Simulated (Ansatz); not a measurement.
A run of Ansatz 0.2.0:

input.yaml

```yaml
crystal:
  lattice:
    - [3.1059, 0.0, 0.0]
    - [-1.55295, 2.6897883016, 0.0]
    - [0.0, 0.0, 4.9464]
  atoms:
    - { symbol: Ta, position: [0.6666666667, 0.3333333333, 0.74799] }
    - { symbol: Ta, position: [0.3333333333, 0.6666666667, 0.25201] }
    - { symbol: C, position: [0.0, 0.0, 0.0] }
hamiltonian:
  xc: pbesol
  pseudopotentials: { kind: paw }
  dispersion: d4
kpoints:
  mp_grid: { grid: [10, 10, 6] }
scf:
  occupations: { method: fermi_dirac, width: 0.05 }
output:
  forces: true
  stress: true
  eigenvalues: true
  write_density: true
  write_potential: true
  elf: true
  volumetric_format: npy
relax:
  f_tol: 0.01
  max_steps: 40
  cell: { stress_tol: 0.05 }
```

Potentials or basis: Ansatz PAW.

The run is started by

```sh
$ ansatz run input.yaml --threads 2 --pin off --max-ram 5632MiB --backend cpu --events-out ev --progress --plain --runs-dir out
```

Hardware: 2 threads of Intel(R) Xeon(R) 6975P-C (Granite Rapids), with other jobs on the host.

Question: How long does it take, and how much memory?

Answer: Run time: 6.3 s on 2 threads of Intel(R) Xeon(R) 6975P-C (Granite Rapids) (shared host), peak memory 0.42 GiB. Counts: scf iterations 35, plane waves 773, k points 72, bands 19, ion steps 6.
